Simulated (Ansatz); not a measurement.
# GaN: the cost of one run

Method: DFT PBE, scalar-relativistic, in Ansatz 0.2.0.

## 1. The structure to begin with

It takes space group Fm-3m (No. 225, cubic). Conventional cell: a = 3.985 Å, b = 3.985 Å, c = 3.985 Å, α = 90.00°, β = 90.00°, γ = 90.00°. Around Ga (site symmetry m-3m) lie 6 N at 1.99 Å. Around N (site symmetry m-3m) lie 6 Ga at 1.99 Å.

Structure file:

```
CELL_PARAMETERS angstrom
0.00000 1.99250 1.99250
1.99250 0.00000 1.99250
1.99250 1.99250 0.00000
ATOMIC_POSITIONS crystal
Ga 0.50000 0.50000 0.50000
N 0.00000 0.00000 0.00000
```

Atoms are numbered in the order of the input: Ga1, N2.

## 2. After the deformation

Space group Fm-3m before, I4/mmm after.

## 3. All-electron LAPW

input.yaml reads:

```yaml
crystal:
  lattice:
    - [0.0, 1.9925, 2.052275]
    - [1.9925, 0.0, 2.052275]
    - [1.9925, 1.9925, 0.0]
  atoms:
    - { symbol: Ga, position: [0.5, 0.5, 0.5] }
    - { symbol: "N", position: [0.0, 0.0, 0.0] }
kpoints:
  mp_grid: { grid: [13, 13, 13] }
  band_path:
    path:
      - [0.0, 0.0, 0.0]
      - [0.0, 0.5, 0.5]
      - [0.25, 0.75, 0.5]
      - [0.0, 0.5, 0.0]
      - [0.0, 0.0, 0.0]
      - [0.5, 0.5, 0.0]
      - [0.3678244886, 0.6321755114, 0.0]
      - [-0.3678244886, 0.3678244886, 0.0]
      - [0.0, 0.0, 0.0]
    npoints: 5
scf:
  occupations: { method: fermi_dirac, width: 0.02 }
hamiltonian:
  xc: pbe
  pseudopotentials: { kind: all_electron, lapw: { basis_error: 0.001 } }
output:
  forces: true
  stress: true
  eigenvalues: true
```

Launch:

```bash
ansatz run input.yaml --threads 1 --pin off --max-ram 3072MiB --backend cpu --events-out ev --progress --plain --runs-dir out
```

Q: Estimate wall time and peak memory on 1 thread of Arm Neoverse V1, shared host.

About 32 s, with a peak of 0.53 GiB.
